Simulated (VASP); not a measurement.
# SiO2 (I-42d) in VASP: equation of state

Aim: energy against volume of SiO2 in PBE, for its equilibrium volume and stiffness.

Everything below comes from runs of VASP 6.6.1. Logs are shortened: lines on timing, memory, paths and dates and some standing lists are left out, and cuts for length are marked.

**1. The structure**

It takes space group I-42d (No. 122, tetragonal). Conventional cell: a = 4.955 Å, b = 4.955 Å, c = 7.311 Å, α = 90.00°, β = 90.00°, γ = 90.00°. Around Si (site symmetry -4) lie 4 O at 1.61 Å. O (site symmetry 2) is surrounded by 2 Si at 1.61 Å.

The cell comes from a database or a generator and needn't be the stable form of this composition.

**2. Equation of state, PBE, 14.06 Å³/atom (volume scaled by 0.94)**

The input, INCAR:

```
ALGO     = Normal         # electronic algorithm
EDIFF    = 1E-7           # SCF threshold, eV
ENCUT    = 520            # plane-wave cutoff, eV
GGA      = PE             # functional
ISIF     = 2              # what is computed and relaxed
ISMEAR   = -1             # smearing method
LASPH    = True           # aspherical terms in the spheres
LCHARG   = False          # write CHGCAR
LREAL    = False          # projectors in reciprocal space
LWAVE    = False          # write WAVECAR
NBANDS   = 25             # bands
NELM     = 80             # most SCF steps
PREC     = Accurate       # precision mode
SIGMA    = 0.05           # smearing width, eV
```

The input, KPOINTS:

```
k-points
0
Gamma
  8 8 8
```

The input, POSCAR:

```
SiO2
1.0
   -2.4267193245      2.4267193245      3.5810447669
    2.4267193245     -2.4267193245      3.5810447669
    2.4267193245      2.4267193245     -3.5810447669
Si O
2 4
Direct
    0.7500000000      0.2500000000      0.5000000000
    0.0000000000      0.0000000000      0.0000000000
    0.8750000000      0.0282138700      0.6532138700
    0.7782138700      0.1250000000      0.1532138700
    0.9717861300      0.6250000000      0.8467861300
    0.3750000000      0.2217861300      0.3467861300
```

Potentials or basis: VASP PAW PBE potentials, release 64 (Si, O).

On the command line:

```sh
$ cat potpaw_PBE.64/Si/POTCAR potpaw_PBE.64/O/POTCAR > POTCAR
$ mpirun -np 1 vasp_std > vasp.out
```

OUTCAR:

```text
EDIFF = 1E-7
   ENCUT = 520
   GGA = PE
   ISIF = 2
   ISMEAR = -1
   LASPH = True
   LREAL = False
   NELM = 80
   PREC = Accurate

 Found     59 irreducible k-points:

 Following reciprocal coordinates:
            Coordinates               Weight
  0.000000  0.000000  0.000000      1.000000
  0.125000  0.000000 -0.000000      8.000000
  0.250000  0.000000 -0.000000      8.000000
  0.375000  0.000000 -0.000000      8.000000
  0.500000  0.000000 -0.000000      4.000000
  0.125000  0.125000 -0.000000      8.000000
   k-points           NKPTS =     59   k-points in BZ     NKDIM =     59   number of bands    NBANDS=     25
   number of dos      NEDOS =    301   number of ions     NIONS =      6
   total plane-waves  NPLWV =  64000
   dimension x,y,z NGX =    40 NGY =   40 NGZ =   40
   dimension x,y,z NGXF=    80 NGYF=   80 NGZF=   80
   ions per type =               2   4
   NGX,Y,Z   is equivalent  to a cutoff of  13.41, 13.41, 13.41 a.u.
   NGXF,Y,Z  is equivalent  to a cutoff of  26.81, 26.81, 26.81 a.u.
 SYSTEM =  unknown system
   PREC   = accura    normal or accurate (medium, high low for compatibility)
   ISTART =      0    job   : 0-new  1-cont  2-samecut
   ICHARG =      2    charge: 1-file 2-atom 10-const
   ISPIN  =      1    spin polarized calculation?
   LNONCOLLINEAR =      F non collinear calculations
   LSORBIT =      F    spin-orbit coupling
   LASPH  =      T    aspherical Exc in radial PAW
   ENCUT  =  520.0 eV  38.22 Ry    6.18 a.u.   9.22  9.22  9.22*2*pi/ulx,y,z
   NELM   =     80;   NELMIN=  2; NELMDL= -5     # of ELM steps
   EDIFF  = 0.1E-06   stopping-criterion for ELM
   LREAL  =      F    real-space projection
   EDIFFG = 0.1E-05   stopping-criterion for IOM
   NSW    =      0    number of steps for IOM
   IBRION =     -1    ionic relax: 0-MD 1-quasi-New 2-CG
   NFREE  =      0    steps in history (QN), initial steepest desc. (CG)
   ISIF   =      2    stress and relaxation
   ISYM   =      2    0-nonsym 1-usesym 2-fastsym
   POTIM  = 0.5000    time-step for ionic-motion
   TEBEG  =    0.0;   TEEND  =   0.0 temperature during run
   PSTRESS=    0.0 pullay stress
   NELECT =      32.0000    total number of electrons
   NUPDOWN=      -1.0000    fix difference up-down
   EMIN   =  10.00;   EMAX   =-10.00  energy-range for DOS
   EFERMI =   0.00;   METHOD = LEGACY
   ISMEAR =    -1;   SIGMA  =   0.05  broadening in eV -4-tet -1-fermi 0-gaus
   EFERMI_NEDOS =   21; number of points for ismear=-14 and -15
   IALGO  =     38    algorithm
   IMIX   =      4    mixing-type and parameters
     AMIX     =   0.40;   BMIX     =  1.00
     AMIX_MAG =   1.60;   BMIX_MAG =  1.00
  volume/ion in A,a.u.               =      14.06        94.88
  Fermi-wavevector in a.u.,A,eV,Ry     =   1.185101  2.239515 19.108884  1.404463
  Thomas-Fermi vector in A             =   2.321301
   LORBIT       =      0    0 simple, 1 ext, 2 COOP (PROOUT), +10 PAW based schemes
   GGA     = PE    functional components
   LHFCALC =     F    Hartree Fock is set to
   AEXX    =    0.0000 exact exchange contribution
   IVDW    =     0    specifies the selected vdW correction
   LEPSILON=     F    determine dielectric tensor
   LRPA    =     F    only Hartree local field effects (RPA)
 non-spin polarized calculation
  energy-cutoff  :      520.00
  volume of cell :       84.35
 maximum number of plane-waves:      2292
 NGX is ok and might be reduce to    40
   NGX = 19   NGY = 19   NGZ = 19

 number of electron      32.0000008 magnetization

 Free energy of the ion-electron system (eV)
  ---------------------------------------------------
  ext. energy  EPLUGINS =         0.00000000
  ---------------------------------------------------
  free energy    TOTEN  =       -47.09841000 eV

  energy without entropy =      -47.09841000  energy(sigma->0) =      -47.09841000

 E-fermi :   1.0878     XC(G=0):  -8.4105

 val. band max:       -0.0174675675   @ k =   0.0000   0.0000   0.0000
 cond. band min:       6.2240716493   @ k =   0.0000   0.0000   0.0000
 fundamental gap:      6.2415392168
 Fermi energy:         1.0878310600

 k-point     1 :       0.0000    0.0000    0.0000
  band No.  band energies     occupation
      1     -19.5632      2.00000
      2     -17.3096      2.00000
      3     -17.3096      2.00000
      4     -17.2460      2.00000
      5      -9.3992      2.00000
      6      -5.7168      2.00000
      7      -5.7168      2.00000
      8      -5.4503      2.00000
      9      -2.7354      2.00000
     10      -2.3192      2.00000
     11      -1.7241      2.00000
     12      -1.7241      2.00000
     13      -1.6663      2.00000
     14      -0.6826      2.00000
     15      -0.0175      2.00000
     16      -0.0175      2.00000
     17       6.2241      0.00000
     18       9.1014      0.00000
     19      11.1564      0.00000
     20      11.1564      0.00000
     21      11.6363      0.00000
     22      12.2976      0.00000
     23      12.2976      0.00000
     24      13.3121      0.00000
     25      14.0325      0.00000

 k-point     2 :       0.1250    0.0000   -0.0000
  band No.  band energies     occupation
      1     -19.5124      2.00000
      2     -17.3860      2.00000
      3     -17.3131      2.00000
      4     -17.2636      2.00000
      5      -9.2698      2.00000
      6      -5.7432      2.00000
      7      -5.6927      2.00000
      8      -5.4124      2.00000
      9      -2.7326      2.00000
     10      -2.3053      2.00000
     11      -1.9075      2.00000
     12      -1.7233      2.00000
     13      -1.6815      2.00000
     14      -0.6878      2.00000
     15      -0.0710      2.00000
     16      -0.0493      2.00000
     17       6.4702      0.00000
     18       9.2360      0.00000
     19      10.8333      0.00000
     20      11.0968      0.00000
     21      11.8485      0.00000
     22      12.0235      0.00000
     23      12.3806      0.00000
     24      13.3020      0.00000
     25      14.1099      0.00000

 k-point     3 :       0.2500    0.0000   -0.0000
  band No.  band energies     occupation
      1     -19.3715      2.00000
      2     -17.6151      2.00000
      3     -17.3207      2.00000
      4     -17.2770      2.00000
      5      -8.9356      2.00000
      6      -5.8598      2.00000
      7      -5.6035      2.00000
      8      -5.3148      2.00000
      9      -2.7275      2.00000
     10      -2.3371      2.00000
     11      -2.2672      2.00000
     12      -1.7276      2.00000
     13      -1.6751      2.00000
     14      -0.7400      2.00000
     15      -0.2207      2.00000
     16      -0.1132      2.00000
     17       7.1157      0.00000
     18       9.5746      0.00000
     19      10.4287      0.00000
     20      11.0041      0.00000
     21      11.2975      0.00000
     22      12.1342      0.00000
     23      12.5045      0.00000
     24      13.6448      0.00000
     25      13.8095      0.00000

 k-point     4 :       0.3750    0.0000   -0.0000
  band No.  band energies     occupation
      1     -19.1876      2.00000
      2     -17.8870      2.00000
      3     -17.3270      2.00000
      4     -17.2874      2.00000
      5      -8.5539      2.00000
      6      -6.0298      2.00000
      7      -5.4769      2.00000
      8      -5.2409      2.00000
      9      -2.8924      2.00000
     10      -2.5216      2.00000
     11      -2.2426      2.00000
     12      -1.7439      2.00000
     13      -1.6555      2.00000
     14      -0.8204      2.00000
     15      -0.4273      2.00000
     16      -0.1511      2.00000
     17       7.9860      0.00000
     18       9.8736      0.00000
     19       9.9110      0.00000
     20      10.7755      0.00000
     21      11.1176      0.00000
     22      12.2695      0.00000
     23      12.4413      0.00000
     24      13.4198      0.00000
     25      14.4020      0.00000

 k-point     5 :       0.5000    0.0000   -0.0000
  band No.  band energies     occupation
      1     -19.0865      2.00000
      2     -18.0236      2.00000
      3     -17.3292      2.00000
      4     -17.2919      2.00000
      5      -8.3727      2.00000
      6      -6.1221      2.00000
      7      -5.4060      2.00000
      8      -5.2281      2.00000
      9      -3.0437      2.00000
     10      -2.4776      2.00000
     11      -2.2555      2.00000
     12      -1.7543      2.00000
     13      -1.6399      2.00000
     14      -0.8432      2.00000
     15      -0.5482      2.00000
     16      -0.1599      2.00000
     17       8.7781      0.00000
     18       9.1809      0.00000
     19       9.9551      0.00000
     20      10.7201      0.00000
     21      11.3910      0.00000
     22      12.0574      0.00000
     23      12.2672      0.00000
     24      13.9734      0.00000
     25      14.0288      0.00000

 k-point     6 :       0.1250    0.1250   -0.0000
  band No.  band energies     occupation
      1     -19.4304      2.00000
      2     -17.5116      2.00000
      3     -17.3202      2.00000
      4     -17.2811      2.00000
      5      -9.0649      2.00000
      6      -5.8302      2.00000
      7      -5.5633      2.00000
      8      -5.4091      2.00000
      9      -2.6883      2.00000
     10      -2.3169      2.00000
     11      -2.1719      2.00000
     12      -1.7673      2.00000
     13      -1.6499      2.00000
     14      -0.7329      2.00000
     15      -0.1379      2.00000
     16      -0.1086      2.00000
     17       6.8392      0.00000
     18       9.3890      0.00000
     19      10.6876      0.00000
     20      10.9097      0.00000
     21      11.7866      0.00000
     22      12.0188      0.00000
     23      12.4041      0.00000
     24      13.4312      0.00000
     25      14.2006      0.00000

 [... further k-points ...]

------------------------ aborting loop because EDIFF is reached ----------------------------------------

  FORCE on cell =-STRESS in cart. coord.  units (eV):
  Direction    XX          YY          ZZ          XY          YZ          ZX
  --------------------------------------------------------------------------------------
  -------------------------------------------------------------------------------------
  Total        8.7878182      8.7878182      8.6597725      0.0000000      0.0000000      0.0000000
  in kB      166.9101737    166.9101737    164.4781546      0.0000000      0.0000000      0.0000000
  external PRESSURE =     166.0995006 kB  Pullay stress =       0.0000000 kB

 VOLUME and BASIS-vectors are now :
 -----------------------------------------------------------------------------
  energy-cutoff  :      520.00
  volume of cell :       84.35
      direct lattice vectors                 reciprocal lattice vectors
    -2.426719325  2.426719325  3.581044767     0.000000000  0.206039485  0.139624057
     2.426719325 -2.426719325  3.581044767     0.206039485  0.000000000  0.139624057
     2.426719325  2.426719325 -3.581044767     0.206039485  0.206039485  0.000000000

 POSITION                                       TOTAL-FORCE (eV/Angst)
 -----------------------------------------------------------------------------------
      0.00000      2.42672      1.79052         0.000000     -0.000000      0.000000
      0.00000      0.00000      0.00000        -0.000000     -0.000000     -0.000000
     -0.46975      3.64008      0.89526        -1.026619     -0.000000     -0.000000
     -1.21336      1.95697      2.68578        -0.000000     -1.026619     -0.000000
      1.21336      2.89646      2.68578         0.000000      1.026619     -0.000000
      0.46975      1.21336      0.89526         1.026619      0.000000     -0.000000
 -----------------------------------------------------------------------------------
    total drift:                               -0.000001     -0.000001     -0.000003

  FREE ENERGIE OF THE ION-ELECTRON SYSTEM (eV)
  ---------------------------------------------------
  free  energy   TOTEN  =       -47.0984099963 eV

  energy  without entropy=      -47.0984099963  energy(sigma->0) =      -47.09841000
```

Run time: 2.1 min. Hardware: 1 thread of Intel Xeon Platinum 8488C (Sapphire Rapids), shared host; peak memory 0.28 GiB.

What came out:

* Free energy: -47.0984 eV
* Pressure: 16.6 GPa
* Largest force: 1.027 eV/Å
* Band gap on the k mesh: 6.24 eV, direct

Caveat: forces of over 1 eV/Å show positions far from the minimum, so gaps and moduli don't describe the material at rest.

[end of part 1 of 2]
